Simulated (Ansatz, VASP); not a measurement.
# GaN in two plane-wave programs, part 2 of 3

Aim: how closely do two programs agree when they are given the same cell, functional and k mesh? The cell is taken from a series of runs on this material, whose earlier steps may have relaxed, scaled, displaced or heated it; both programs get it as it stands.

VASP 6.6.1 and Ansatz 0.2.0.

So far: The starting structure; Ansatz: zone-centre phonons, LDA, pair 1.

### 3. VASP: zone-centre phonons, LDA, pair 1

Level of this step: LDA; plane waves and PAW (N, Ga_d) (VASP).

The same cell, functional (in two slightly different forms) and mesh now go to VASP, with its own data sets.

Lines of VASP's logs that name or quote its potential files are left out, and so is its time.

Contents of INCAR:

```
SYSTEM = GaN
PREC = Accurate
ENCUT = 600
EDIFF = 1E-08
NELM = 120
ISMEAR = 0
SIGMA = 0.01
LREAL = .FALSE.
ALGO = Normal
GGA = CA
NBANDS = 15
LORBIT = 11
LWAVE = .FALSE.
LCHARG = .FALSE.
ISIF = 2
IBRION = 8
LEPSILON = .TRUE.
LASPH = .TRUE.
GGA_COMPAT = .FALSE.
EFERMI = MIDGAP
KPAR = 2
```

Contents of POSCAR:

```
GaN
1.0
    0.0657969855      2.2265714212      2.2265714212
    2.2265714212      0.0657969855      2.2265714212
    2.2265714212      2.2265714212      0.0657969855
N Ga
1 1
Direct
    0.2474804710      0.2474804710      0.2474804710
    0.0025195290      0.0025195290      0.0025195290
```

Contents of KPOINTS:

```
Automatic mesh
0
Gamma
12 12 12
0 0 0
```

The projector-augmented-wave data sets are N and Ga_d (LDA family, release 64).

Run with:

```console
$ mpirun -np 2 vasp_std
```

Numbers of over 12 decimals in the logs are rounded to 6 here.

Output:

```text
[banner, memory and clock lines left out]
running    2 mpi-ranks, on    1 nodes
 distrk:  each k-point on    1 cores,    2 groups
 distr:  one band on    1 cores,    1 groups

 POSCAR found type information on POSCAR N Ga
 POSCAR found :  2 types and       2 ions
 LDA part: xc-table for (Slater(with rela. corr.)+CA(PZ))
 , standard interpolation
 POSCAR, INCAR and KPOINTS ok, starting setup
 FFT: planning ... GRIDC
 FFT: planning ... GRID_SOFT
 FFT: planning ... GRID
 WAVECAR not read
 entering main loop
       N       E                     dE             d eps       ncg     rms          rms(c)
DAV:   1     0.878213352468E+02    0.87821E+02   -0.10263E+04  6301   0.241E+03
DAV:   2    -0.977632549588E+01   -0.97598E+02   -0.90706E+02  6377   0.360E+02
DAV:   3    -0.159881392604E+02   -0.62118E+01   -0.61822E+01  6440   0.771E+01
DAV:   4    -0.160553134172E+02   -0.67174E-01   -0.67164E-01  6998   0.846E+00
DAV:   5    -0.160561621136E+02   -0.84870E-03   -0.84869E-03  6795   0.910E-01    0.781E+00
DAV:   6    -0.139289143969E+02    0.21272E+01   -0.52030E+00  8505   0.461E+01    0.266E+00
DAV:   7    -0.139028681596E+02    0.26046E-01   -0.28799E-01  6664   0.632E+00    0.170E+00
DAV:   8    -0.138770729161E+02    0.25795E-01   -0.61382E-02  6954   0.304E+00    0.625E-01
DAV:   9    -0.138742263680E+02    0.28465E-02   -0.12553E-02  8058   0.270E+00    0.167E-01
DAV:  10    -0.138741808287E+02    0.45539E-04   -0.15574E-03  7028   0.612E-01    0.500E-02
DAV:  11    -0.138741409531E+02    0.39876E-04   -0.16097E-04  8652   0.218E-01    0.517E-03
DAV:  12    -0.138741424212E+02   -0.14682E-05   -0.12650E-05  6433   0.420E-02    0.592E-03
DAV:  13    -0.138741424218E+02   -0.53433E-09   -0.33437E-07  7955   0.115E-02    0.165E-03
DAV:  14    -0.138741424182E+02    0.35479E-08   -0.17052E-08  6002   0.124E-03
   1 F= -.13874142E+02 E0= -.13874142E+02  d E =0.000000E+00
 Linear response reoptimize wavefunctions to high precision
DAV:   1    -0.138741424180E+02    0.22328E-09   -0.33581E-09  6343   0.577E-04
DAV:   2    -0.138741424180E+02   -0.23192E-10   -0.17791E-10  3521   0.118E-04
 Linear response G [H, r] |phi>, progress :
  Direction:   1
       N       E                     dE             d eps       ncg     rms
 LRF_COMMUTATOR internal error: the vector H(1)-e(1) S(1) |phi(0)> is not orthog
 onal to |phi(0)> (-1.086163225625381E-004,6.050715484207103E-015)
 LRF_COMMUTATOR internal error: the vector H(1)-e(1) S(1) |phi(0)> is not orthog
 onal to |phi(0)> (1.059088322565849E-004,1.235123114895487E-014)
 LRF_COMMUTATOR internal error: the vector H(1)-e(1) S(1) |phi(0)> is not orthog
 onal to |phi(0)> (1.020371177744561E-004,9.686695889854491E-015)
 LRF_COMMUTATOR internal error: the vector H(1)-e(1) S(1) |phi(0)> is not orthog
 onal to |phi(0)> (-1.019688413890218E-004,-1.071365218763276E-014)
 LRF_COMMUTATOR internal error: the vector H(1)-e(1) S(1) |phi(0)> is not orthog
 onal to |phi(0)> (1.223569016453041E-004,2.221833828031095E-014)
 LRF_COMMUTATOR internal error: the vector H(1)-e(1) S(1) |phi(0)> is not orthog
 onal to |phi(0)> (1.200761965905184E-004,-1.086630785351872E-014)
 LRF_COMMUTATOR internal error: the vector H(1)-e(1) S(1) |phi(0)> is not orthog
 onal to |phi(0)> (1.204934378305992E-004,9.894862706971708E-015)
 LRF_COMMUTATOR internal error: the vector H(1)-e(1) S(1) |phi(0)> is not orthog
 onal to |phi(0)> (-1.121143651934275E-004,1.879052469178077E-014)
 LRF_COMMUTATOR internal error: the vector H(1)-e(1) S(1) |phi(0)> is not orthog
 onal to |phi(0)> (1.271375516419537E-004,-1.669497873280079E-014)
 LRF_COMMUTATOR internal error: the vector H(1)-e(1) S(1) |phi(0)> is not orthog
 onal to |phi(0)> (1.151401787296003E-004,1.602884491802570E-014)
 LRF_COMMUTATOR internal error: the vector H(1)-e(1) S(1) |phi(0)> is not orthog
 onal to |phi(0)> (1.019571237136779E-004,-6.383782391594650E-015)
 LRF_COMMUTATOR internal error: the vector H(1)-e(1) S(1) |phi(0)> is not orthog
 onal to |phi(0)> (-1.050046137699157E-004,1.071365218763276E-014)
 LRF_COMMUTATOR internal error: the vector H(1)-e(1) S(1) |phi(0)> is not orthog
 onal to |phi(0)> (-1.188950085040663E-004,1.246225345141738E-014)
 LRF_COMMUTATOR internal error: the vector H(1)-e(1) S(1) |phi(0)> is not orthog
 onal to |phi(0)> (-1.137113762306186E-004,1.115774139748282E-014)
 LRF_COMMUTATOR internal error: the vector H(1)-e(1) S(1) |phi(0)> is not orthog
 onal to |phi(0)> (-1.179575479959283E-004,-1.126876369994534E-014)
 LRF_COMMUTATOR internal error: the vector H(1)-e(1) S(1) |phi(0)> is not orthog
 onal to |phi(0)> (1.425364686302721E-004,2.525757381022231E-015)
 LRF_COMMUTATOR internal error: the vector H(1)-e(1) S(1) |phi(0)> is not orthog
 onal to |phi(0)> (1.077041870782836E-004,9.880984919163893E-015)
 LRF_COMMUTATOR internal error: the vector H(1)-e(1) S(1) |phi(0)> is not orthog
 onal to |phi(0)> (1.118666188279771E-004,-2.858824288409778E-015)
 LRF_COMMUTATOR internal error: the vector H(1)-e(1) S(1) |phi(0)> is not orthog
[...]
RMM:  11    -0.430277140206E+02    0.66594E-06    0.24666E-06 11092   0.155E-03
RMM:  12    -0.430277140131E+02    0.75353E-08   -0.11848E-08  9804   0.103E-03
 Linear response to external field (no local field effect), progress :
  Direction:   1
       N       E                     dE             d eps       ncg     rms          rms(c)
[...]
RMM:   3    -0.270432580524E+00    0.42946E-02   -0.44491E-03 29172   0.556E-01    0.451E-01
RMM:   4    -0.277558164529E+00   -0.71256E-02   -0.39636E-03 29078   0.558E-01    0.323E-02
RMM:   5    -0.277731324381E+00   -0.17316E-03   -0.24624E-04 30148   0.139E-01    0.262E-02
RMM:   6    -0.277792240958E+00   -0.60917E-04   -0.21327E-05 29895   0.375E-02    0.812E-03
RMM:   7    -0.277980351849E+00   -0.18811E-03   -0.17234E-06 28953   0.158E-02    0.282E-03
RMM:   8    -0.277980899141E+00   -0.54729E-06    0.38908E-07 29973   0.402E-03    0.219E-04
RMM:   9    -0.277983669566E+00   -0.27704E-05    0.17374E-07 30772   0.961E-04    0.882E-05
RMM:  10    -0.277981894848E+00    0.17747E-05   -0.77022E-08 29909   0.321E-04    0.313E-05
RMM:  11    -0.277982420849E+00   -0.52600E-06   -0.16483E-08 23807   0.128E-04    0.859E-06
 change of polarisation eV/A/(eV/A) component  1 :     0.528     0.089    -0.064
 dielectric tensor                  component  1 :     5.532     0.760    -0.546
 Linear response to external field, progress :
  Direction:   2
       N       E                     dE             d eps       ncg     rms          rms(c)
RMM:   1    -0.418253209252E-01   -0.41825E-01    0.17262E+00 15401   0.762E+00
RMM:   2    -0.274731499215E+00   -0.23291E+00   -0.28708E-02 29343   0.150E+00    0.785E-01
RMM:   3    -0.270440455765E+00    0.42910E-02   -0.44595E-03 29167   0.556E-01    0.451E-01
RMM:   4    -0.277587619143E+00   -0.71472E-02   -0.40325E-03 29082   0.558E-01    0.323E-02
RMM:   5    -0.277758192590E+00   -0.17057E-03   -0.26855E-04 30140   0.139E-01    0.262E-02
RMM:   6    -0.277817851784E+00   -0.59659E-04   -0.31355E-05 29891   0.375E-02    0.812E-03
RMM:   7    -0.278005335163E+00   -0.18748E-03   -0.48387E-06 28967   0.158E-02    0.283E-03
RMM:   8    -0.278005785168E+00   -0.45000E-06   -0.13937E-07 29959   0.402E-03    0.219E-04
RMM:   9    -0.278008570918E+00   -0.27858E-05   -0.38436E-08 30765   0.964E-04    0.884E-05
RMM:  10    -0.278006776118E+00    0.17948E-05   -0.12708E-08 29904   0.322E-04    0.312E-05
RMM:  11    -0.278007285796E+00   -0.50968E-06    0.65586E-08 23909   0.129E-04    0.864E-06
 change of polarisation eV/A/(eV/A) component  2 :     0.057     0.528    -0.032
 dielectric tensor                  component  2 :     0.486     5.532    -0.271
 Linear response to external field, progress :
  Direction:   3
       N       E                     dE             d eps       ncg     rms          rms(c)
RMM:   1    -0.417625585354E-01   -0.41763E-01    0.17268E+00 15402   0.762E+00
RMM:   2    -0.274726993178E+00   -0.23296E+00   -0.28748E-02 29342   0.150E+00    0.785E-01
RMM:   3    -0.270433693801E+00    0.42933E-02   -0.44511E-03 29161   0.556E-01    0.451E-01
RMM:   4    -0.277565748177E+00   -0.71321E-02   -0.40144E-03 29078   0.558E-01    0.323E-02
RMM:   5    -0.277735016468E+00   -0.16927E-03   -0.25221E-04 30134   0.139E-01    0.262E-02
RMM:   6    -0.277794708407E+00   -0.59692E-04   -0.22595E-05 29877   0.375E-02    0.817E-03
RMM:   7    -0.277982914929E+00   -0.18821E-03   -0.37221E-06 28952   0.159E-02    0.281E-03
RMM:   8    -0.277983578290E+00   -0.66336E-06    0.18692E-08 29972   0.404E-03    0.220E-04
RMM:   9    -0.277986372595E+00   -0.27943E-05    0.79026E-08 30755   0.964E-04    0.887E-05
RMM:  10    -0.277984592006E+00    0.17806E-05   -0.37939E-08 29937   0.322E-04    0.313E-05
RMM:  11    -0.277985113742E+00   -0.52174E-06   -0.49806E-08 23888   0.128E-04    0.860E-06
 change of polarisation eV/A/(eV/A) component  3 :     0.088    -0.063     0.528
 dielectric tensor                  component  3 :     0.755    -0.542     5.532
 Linear response DOF=           2
 Linear response progress:
  Degree of freedom:   1/  2
       N       E                     dE             d eps       ncg     rms          rms(c)
RMM:   1    -0.237022243471E+00   -0.23702E+00    0.96916E-02 33813   0.422E+00
RMM:   2    -0.228247967803E+00    0.87743E-02   -0.96458E-03 24721   0.106E+00    0.151E-01
RMM:   3    -0.229294342086E+00   -0.10464E-02   -0.15480E-03 27318   0.343E-01    0.740E-02
RMM:   4    -0.230588528734E+00   -0.12942E-02   -0.39450E-04 27260   0.139E-01    0.183E-02
RMM:   5    -0.230678947337E+00   -0.90419E-04   -0.12870E-05 27967   0.323E-02    0.261E-03
RMM:   6    -0.230628315369E+00    0.50632E-04   -0.93853E-07 27687   0.810E-03    0.109E-03
RMM:   7    -0.230621720434E+00    0.65949E-05   -0.30005E-08 28770   0.199E-03    0.192E-04
RMM:   8    -0.230620724671E+00    0.99576E-06   -0.37233E-09 28596   0.531E-04    0.249E-05
RMM:   9    -0.230620571456E+00    0.15322E-06   -0.79707E-10 29019   0.176E-04    0.960E-06
RMM:  10    -0.230620561141E+00    0.10315E-07    0.26791E-10 28456   0.831E-05    0.240E-06
RMM:  11    -0.230620576087E+00   -0.14945E-07   -0.58293E-10 28225   0.519E-05    0.527E-07
RMM:  12    -0.230620574914E+00    0.11724E-08    0.62116E-10 24517   0.409E-05    0.232E-07
 first order change of Fermi-energy   0.22640E+00
 force on displaced ion       1 direction 1 : -15.211   0.209   0.209
 Born effective charge ion    1 direction 1 :  -2.605  -0.027  -0.027
 Linear response progress:
  Degree of freedom:   2/  2
       N       E                     dE             d eps       ncg     rms          rms(c)
RMM:   1    -0.163171669558E+00   -0.16317E+00    0.31550E-01 18118   0.953E+00
RMM:   2    -0.161006922588E+00    0.21647E-02   -0.37781E-02 28027   0.176E+00    0.590E-02
RMM:   3    -0.161231944374E+00   -0.22502E-03   -0.23745E-03 28249   0.402E-01    0.355E-02
RMM:   4    -0.160908344017E+00    0.32360E-03   -0.15091E-04 29735   0.111E-01    0.442E-03
RMM:   5    -0.160895593706E+00    0.12750E-04   -0.12502E-05 30759   0.320E-02    0.227E-03
RMM:   6    -0.160891497009E+00    0.40967E-05   -0.15854E-06 30385   0.990E-03    0.387E-04
RMM:   7    -0.160890814954E+00    0.68206E-06   -0.44615E-07 31108   0.343E-03    0.210E-04
RMM:   8    -0.160891280093E+00   -0.46514E-06   -0.14407E-07 30574   0.118E-03    0.322E-05
RMM:   9    -0.160891219852E+00    0.60240E-07   -0.83546E-08 31040   0.467E-04    0.147E-05
RMM:  10    -0.160891121650E+00    0.98202E-07   -0.28237E-08 30634   0.203E-04    0.294E-06
RMM:  11    -0.160891124078E+00   -0.24279E-08   -0.58774E-09 30772   0.108E-04    0.525E-07
 first order change of Fermi-energy  -0.22557E+00
 force on displaced ion       2 direction 1 : -15.221   0.209   0.209
 Born effective charge ion    2 direction 1 :   2.604   0.027   0.027
 Born effective charges drift removed
 Linear response finished
```

OUTCAR, selected parts (step 3):

```text
ion  position               nearest neighbor table
   1  0.247  0.247  0.247-   2 1.90   2 1.90   2 1.90   2 1.92
   2  0.003  0.003  0.003-   1 1.90   1 1.90   1 1.90   1 1.92

  LATTYP: Found a trigonal (rhomboedric) cell.
 ALAT       =     3.1495348594
 COS(alpha) =     0.5293196941

 Subroutine GETGRP returns: Found  6 space group operations
 (whereof  6 operations were pure point group operations)

The static configuration has the point symmetry C_3v.

 Found    189 irreducible k-points:

   k-points           NKPTS =    189   k-points in BZ     NKDIM =    189   number of bands    NBANDS=     15

   dimension x,y,z NGX =    28 NGY =   28 NGZ =   28
   dimension x,y,z NGXF=    56 NGYF=   56 NGZF=   56

   ENCUT  =  600.0 eV  44.10 Ry    6.64 a.u.   6.29  6.29  6.29*2*pi/ulx,y,z

   NELECT =      18.0000    total number of electrons

 k-points in reciprocal lattice and weights: Automatic mesh
   0.00000000  0.00000000  0.00000000       0.001
   0.08333333 -0.00000000 -0.00000000       0.003
   0.16666667 -0.00000000 -0.00000000       0.003
   0.25000000 -0.00000000 -0.00000000       0.003
   0.33333333 -0.00000000 -0.00000000       0.003
   0.41666667 -0.00000000 -0.00000000       0.003
   0.50000000 -0.00000000 -0.00000000       0.002
   0.08333333  0.08333333 -0.00000000       0.003
   0.16666667  0.08333333 -0.00000000       0.007
[...]
-0.41666667  0.50000000  0.41666667       0.003
   0.50000000  0.50000000  0.50000000       0.001

 average (electrostatic) potential at core
       1 -61.1176       2 -63.8397

  Total        1.5283601      1.5283601      1.5283601     -0.6874825     -0.6874825     -0.6874825
  in kB      116.0595432    116.0595432    116.0595432    -52.2055676    -52.2055676    -52.2055676
  external PRESSURE =     116.0595432 kB  Pullay stress =       0.0000000 kB

  energy-cutoff  :      600.00
  volume of cell :       21.10
      direct lattice vectors                 reciprocal lattice vectors
     0.065796986  2.226571421  2.226571421    -0.234767742  0.228029292  0.228029292
     2.226571421  0.065796986  2.226571421     0.228029292 -0.234767742  0.228029292
     2.226571421  2.226571421  0.065796986     0.228029292  0.228029292 -0.234767742

 POSITION                                       TOTAL-FORCE (eV/Angst)
 -----------------------------------------------------------------------------------
      1.11835      1.11835      1.11835        -0.007476     -0.007476     -0.007476
      0.01139      0.01139      0.01139         0.007476      0.007476      0.007476
 -----------------------------------------------------------------------------------
    total drift:                               -0.000111     -0.000111     -0.000111

 MACROSCOPIC STATIC DIELECTRIC TENSOR (including local field effects in DFT)
 ------------------------------------------------------
           5.532312     0.106967     0.106967
           0.106967     5.532312     0.106967
           0.106967     0.106967     5.532312
 ------------------------------------------------------

 PIEZOELECTRIC TENSOR (including local field effects)  for field in x, y, z        (C/m^2)
          XX          YY          ZZ          XY          YZ          ZX
  --------------------------------------------------------------------------------
  x     0.06772    -0.03502    -0.03502    -0.00715    -1.00968    -0.00715
  y    -0.03502     0.06772    -0.03502    -0.00715    -0.00715    -1.00968
  z    -0.03502    -0.03502     0.06772    -1.00968    -0.00715    -0.00715

 BORN EFFECTIVE CHARGES (including local field effects) (in |e|, cummulative output)
 ---------------------------------------------------------------------------------
 ion    1
    1    -2.60441    -0.02719    -0.02719
    2    -0.02719    -2.60441    -0.02719
    3    -0.02719    -0.02719    -2.60441
 ion    2
    1     2.60441     0.02719     0.02719
    2     0.02719     2.60441     0.02719
    3     0.02719     0.02719     2.60441

 Eigenvectors and eigenvalues of the dynamical matrix
 ----------------------------------------------------

   1 f  =   17.979335 THz   112.967491 2PiTHz  599.726048 cm-1    74.356520 meV
             X         Y         Z           dx          dy          dz
      1.118349  1.118349  1.118349     0.581369   -0.694229    0.112860
      0.011386  0.011386  0.011386    -0.260607    0.311198   -0.050591

   2 f  =   17.979335 THz   112.967491 2PiTHz  599.726048 cm-1    74.356520 meV
             X         Y         Z           dx          dy          dz
      1.118349  1.118349  1.118349     0.465973    0.270494   -0.736467
      0.011386  0.011386  0.011386    -0.208879   -0.121252    0.330131

   3 f  =   17.609430 THz   110.643314 2PiTHz  587.387369 cm-1    72.826719 meV
             X         Y         Z           dx          dy          dz
      1.118349  1.118349  1.118349     0.526837    0.526837    0.526837
      0.011386  0.011386  0.011386    -0.236169   -0.236169   -0.236169

   4 f/i=    0.002197 THz     0.013801 2PiTHz    0.073268 cm-1     0.009084 meV
             X         Y         Z           dx          dy          dz
      1.118349  1.118349  1.118349     0.054485    0.258123   -0.312607
      0.011386  0.011386  0.011386     0.121546    0.575828   -0.697374

   5 f/i=    0.002197 THz     0.013801 2PiTHz    0.073268 cm-1     0.009084 meV
             X         Y         Z           dx          dy          dz
      1.118349  1.118349  1.118349     0.329511   -0.211941   -0.117571
      0.011386  0.011386  0.011386     0.735083   -0.472803   -0.262280

   6 f/i=    0.002353 THz     0.014783 2PiTHz    0.078480 cm-1     0.009730 meV
             X         Y         Z           dx          dy          dz
      1.118349  1.118349  1.118349     0.236169    0.236169    0.236169
      0.011386  0.011386  0.011386     0.526837    0.526837    0.526837

 MACROSCOPIC STATIC DIELECTRIC TENSOR IONIC CONTRIBUTION
 ------------------------------------------------------
           3.827831     0.134762     0.134762
           0.134762     3.827831     0.134762
           0.134762     0.134762     3.827831
 ------------------------------------------------------

 ELASTIC MODULI CONTR FROM IONIC RELAXATION (kBar)
 Direction    XX          YY          ZZ          XY          YZ          ZX
 --------------------------------------------------------------------------------
 XX         -18.1815    -16.4433    -16.4433     43.9568     81.2496     44.7731
 YY         -16.4433    -18.1815    -16.4433     44.7731     43.9568     81.2496
 ZZ         -16.4433    -16.4433    -18.1815     81.2496     44.7731     43.9568
 XY          43.9568     44.7731     81.2496   -710.5629     72.3942     72.3942
 YZ          81.2496     43.9568     44.7731     72.3942   -710.5629     72.3942
 ZX          44.7731     81.2496     43.9568     72.3942     72.3942   -710.5629
 --------------------------------------------------------------------------------

 PIEZOELECTRIC TENSOR IONIC CONTR  for field in x, y, z        (C/m^2)
          XX          YY          ZZ          XY          YZ          ZX
  --------------------------------------------------------------------------------
  x    -0.19374    -0.11834    -0.11834    -0.07340     1.54406    -0.03800
  y    -0.11834    -0.19374    -0.11834    -0.03800    -0.07340     1.54406
  z    -0.11834    -0.11834    -0.19374     1.54406    -0.03800    -0.07340
```

The dielectric response converges more slowly with the mesh than energies do, so tensor and charges may still move on a finer one.

### 4. Differences

Known differences besides the potentials themselves: the two LDA forms differ slightly; fixed occupations in Ansatz, narrow Gaussian smearing in VASP; VASP's response is taken on the typed mesh, Ansatz refines its own for the field response alone; the cutoff is 420 eV in Ansatz and 600 eV in VASP; VASP's log shows a relativistic correction to its local exchange, Ansatz's none; VASP's log repeats an internal error in its field response. Total energies have different zeros and are not compared.

Compared:

| quantity | Ansatz | VASP | difference |
| --- | --- | --- | --- |
| ε∞ xx | 5.58 | 5.53 | +0.86 % |
| ε∞ yy | 5.58 | 5.53 | +0.86 % |
| ε∞ zz | 5.58 | 5.53 | +0.86 % |
| Born charge of N1 (mean of the diagonal) (e) | -2.61 | -2.60 | -0.01 |
| Born charge of Ga2 (mean of the diagonal) (e) | 2.61 | 2.60 | +0.01 |
| optical mode 1 (cm⁻¹) | 582.0 | 587.4 | -0.91 % |
| optical mode 2 to 3 (cm⁻¹) | 594.7 | 599.7 | -0.84 % |

Modes are paired by rising frequency, not by their patterns, so a pair may set unlike modes beside each other; they are those without the splitting of longitudinal modes.

(Continued in part 3 of 3.)

[Lines on the potential files, build, host, timing and source positions are cut from VASP's logs without a mark.]

[Logs are printed without paths, hosts, clocks, repeated set-up lines and the standing remarks that a program may print on its own settings, such as how far it seeks lower states.]

[Hosts, paths, dates, database ids (printed as entryN), source tags and the programs' standing remarks are cut or masked in the printed files.]
